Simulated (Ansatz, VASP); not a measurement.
# One calculation of Sn, two programs

Contents of INCAR:

```
SYSTEM = Sn
PREC = Accurate ; ENCUT = 520
EDIFF = 1E-6 ; ISMEAR = -1
SIGMA = 0.05 ; LREAL = .FALSE.
LASPH = .TRUE. ; NELM = 100
ALGO = Normal ; ISIF = 2
LWAVE = .FALSE. ; LCHARG = .FALSE.
GGA = PE ; NBANDS = 21
```

Contents of KPOINTS:

```
regular mesh
0
G
  7 7 7
  0 0 0
```

POSCAR

```
Sn
1.0
    0.0000000000      3.2116418589      3.2116418589
    3.2116418589      0.0000000000      3.2116418589
    3.2116418589      3.2116418589      0.0000000000
Sn
2
Direct
    0.7500000000      0.7500000000      0.7500000000
    0.5000000000      0.5000000000      0.5000000000
```

The input input.yaml:

```yaml
crystal:
  lattice:
    - [0.0, 3.2116418589, 3.2116418589]
    - [3.2116418589, 0.0, 3.2116418589]
    - [3.2116418589, 3.2116418589, 0.0]
  atoms:
    - { symbol: Sn, position: [0.75, 0.75, 0.75] }
    - { symbol: Sn, position: [0.5, 0.5, 0.5] }
kpoints:
  mp_grid: { grid: [7, 7, 7] }
scf:
  occupations: { method: fermi_dirac, width: 0.05 }
hamiltonian:
  xc: pbe
  pseudopotentials: { kind: all_electron, lapw: { basis_error: 0.0005 } }
output:
  forces: true
  stress: true
  eigenvalues: true
```

Change from the starting cell: volume scaled by 0.98.

Alike in both runs: task single point; functional PBE; k mesh 7 × 7 × 7; occupations fermi-dirac, width 0.05 eV; no spin polarisation.

|  | VASP | Ansatz |
| --- | --- | --- |
| version | VASP 6.6.1 | Ansatz 0.2.0 |
| potentials or method | VASP PAW PBE potentials, release 64 (Sn_d) | all-electron LAPW, scalar-relativistic |
| plane-wave cutoff (eV) | 520 | see its input |

VASP gave:

* gap on the k mesh at the Fermi level (eV): none
* pressure (GPa): 4.9

Question: Which values does Ansatz return?

Answer: gap on the k mesh at the Fermi level (eV): none; pressure (GPa): 5.0.

A gap of «none» marks a metal or a gap that the smearing closes. Ansatz ran all-electron here, so the differences hold the error of VASP's frozen core and of both bases.
